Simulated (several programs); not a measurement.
# NaCl (zincblende) from semi-empirical methods to plane-wave DFT

NaCl in the zincblende structure, relaxed with r2SCAN in Ansatz, was computed with several methods. The symmetry is F-43m (No. 216, cubic); a = 6.175 Å in the conventional setting, 29.43 Å³ an atom. Around Na lie 4 Cl at 2.67 Å; around Cl lie 4 Na at 2.67 Å. Computed, not measured; no magnetism was allowed, and whether the structure is a known phase isn't checked.

```yaml
crystal:
  lattice:
    - [0.00000, 3.08727, 3.08727]
    - [3.08727, 0.00000, 3.08727]
    - [3.08727, 3.08727, 0.00000]
  atoms:
    - { symbol: Na, position: [0.00000, 0.00000, 0.00000] }
    - { symbol: Cl, position: [0.25000, 0.25000, 0.25000] }
```

Gaps and times are for a single point on this cell; volume and bulk modulus come from each method's own relaxation or energy curve at fixed shape. Times are rough, from shared hosts (Arm Neoverse V2; NVIDIA H100 80GB HBM3), and each method has its own mesh and cell size. A star marks a curve whose lowest point is an end point. PM6 (MOPAC), PM7 (MOPAC), GFN1-xTB (tblite), GFN2-xTB (tblite) treat a cluster of cells at its zone centre, which samples few k points: where these miss a band edge, the gap comes out too large for that reason alone. Gaps from k meshes are read at a limited set of points (mesh, symmetry points, PBE's band edges), so each method's own least gap may be somewhat smaller. Force fields have no electrons; where one was fitted to this phase, its volume and modulus reflect the fit. xTB and the PM methods were fitted mostly to molecules, and can miss a solid's gap by electronvolts. Minimal bases can be far off for gaps. Times of the plane-wave ladder aren't listed, since it ran on unlike processors and cards. GLLB-SC's gap includes the derivative discontinuity. G0W0 is at finite bands, cutoff and mesh. d marks a direct gap, i an indirect one (no mark: not told apart), a dash a value that wasn't computed or didn't pass its checks.

| method | kind | gap (eV) | own volume (Å³/atom) | bulk modulus (GPa) | atoms computed | processor time |
| --- | --- | --- | --- | --- | --- | --- |
| ffield.eim (LAMMPS) | force field | – | – | – | 2 | 0.15 s |
| light PBE (260 eV and a coarse mesh) | light plane-wave | 4.94 d | – | – | 2 | 0.58 s |
| PBE | semilocal | 4.94 d | 30.56 | 17 | 2 | – |
| GFN1-xTB (tblite) | tight binding | 3.73 | 26.60* | 13* | cluster | 2.6 s |
| PM7 (MOPAC) | semi-empirical | 15.25 | – | – | cluster | 3.4 s |
| GFN2-xTB (tblite) | tight binding | 2.81 | – | – | cluster | 4 s |
| PM6 (MOPAC) | semi-empirical | 11.08 | – | – | cluster | 4 s |
| r2SCAN | semilocal | 5.55 d | 29.43 | 19 | 2 | – |
| PBE/SZV (CP2K) | small basis | 3.80 d | 29.26 | 21 | 2 | 6.8 s |
| PBE/DZVP (CP2K) | small basis | 4.85 d | 30.93 | 17 | 2 | 8.7 s |
| GLLB-SC (GPAW) | model potential | 9.85 | – | – | 2 | 9.4 s |
| PBE/single zeta (GPAW) | small basis | 4.72 d | – | – | 2 | 9.6 s |
| G0W0@r2SCAN (180 eV screening cutoff) | many-body | 8.37 | – | – | 2 | – |
| G0W0@PBE (260 eV screening cutoff) | many-body | 8.08 | – | – | 2 | – |

Against r2SCAN (5.55 eV) and with closed or daggered gaps left aside, the nearest gap at the points sampled is that of PBE (-0.61 eV) and the farthest that of PM7 (MOPAC) (+9.70 eV). r2SCAN is only a yardstick of convenience: semilocal gaps usually lie below measured ones, which GLLB-SC and hybrids aim to mend.

Volumes against r2SCAN's: PBE +3.9 %, PBE/SZV (CP2K) -0.6 %, PBE/DZVP (CP2K) +5.1 %.

Runs without a result: ffield.eim (LAMMPS) (relaxation).
